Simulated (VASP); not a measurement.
A run of VASP 6.6.1 is set up as follows.

INCAR

```
SYSTEM = SnO2
PREC = Accurate
ENCUT = 520
EDIFF = 1E-6
ISMEAR = 0
SIGMA = 0.02
LREAL = .False.
LASPH = .True.
NELM = 80
ALGO = Normal
ISIF = 2
LWAVE = .False.
LCHARG = .False.
GGA = PE
LOPTICS = .True.
NBANDS = 100
NEDOS = 2000
CSHIFT = 0.1
```

KPOINTS

```
regular mesh
0
Gamma
  4 4 4
  0 0 0
```

The input POSCAR:

```
SnO2
1.0
    5.1752560000      0.0000000000      0.0000000000
    0.0000000000      5.1752560000      0.0000000000
    0.0000000000      0.0000000000      5.1752560000
Sn O
4 8
Direct
    0.0000000000      0.0000000000      0.0000000000
    0.5000000000      0.0000000000      0.5000000000
    0.5000000000      0.5000000000      0.0000000000
    0.0000000000      0.5000000000      0.5000000000
    0.6610980000      0.8389020000      0.1610980000
    0.8389020000      0.1610980000      0.6610980000
    0.1610980000      0.6610980000      0.8389020000
    0.3389020000      0.3389020000      0.3389020000
    0.6610980000      0.6610980000      0.6610980000
    0.8389020000      0.3389020000      0.1610980000
    0.1610980000      0.8389020000      0.3389020000
    0.3389020000      0.1610980000      0.8389020000
```

Potentials or basis: VASP PAW PBE potentials, release 64 (Sn_d, O).

Command:

```console
$ cat potpaw_PBE.64/Sn_d/POTCAR potpaw_PBE.64/O/POTCAR > POTCAR
$ mpirun -np 1 vasp_std > vasp.out
```

Problem. Estimate the largest force.

Solution. 0.005 eV/Å.

Problem. What does it give for the band gap on the k mesh?

Solution. 0.56 eV, indirect (least direct gap 0.62 eV).

Problem. Estimate the pressure.

Solution. 0.0 GPa.

Dielectric function (mean over the directions given):
```tsv
energy (eV)	real part	imaginary part
0.25	11.51	0.95
1.27	4.32	0.44
2.29	4.85	0.85
3.31	5.24	1.06
4.33	5.57	2.23
5.43	5.36	3.97
6.45	3.50	4.15
7.46	4.35	2.84
8.48	3.95	6.44
9.50	0.85	4.98
10.60	-0.03	3.06
11.62	0.97	2.79
12.64	0.33	2.04
13.66	0.96	2.21
14.67	0.72	2.61
15.78	0.27	2.19
16.79	-0.22	2.09
17.81	-0.83	1.61
18.83	-0.24	1.01
19.93	-0.14	0.75
```

Caveat: spectra need much finer meshes, so this one isn't converged; independent-particle spectra lack excitons; spin-orbit coupling is left out, which moves the levels of the heavy elements. A k mesh can miss the band edges.
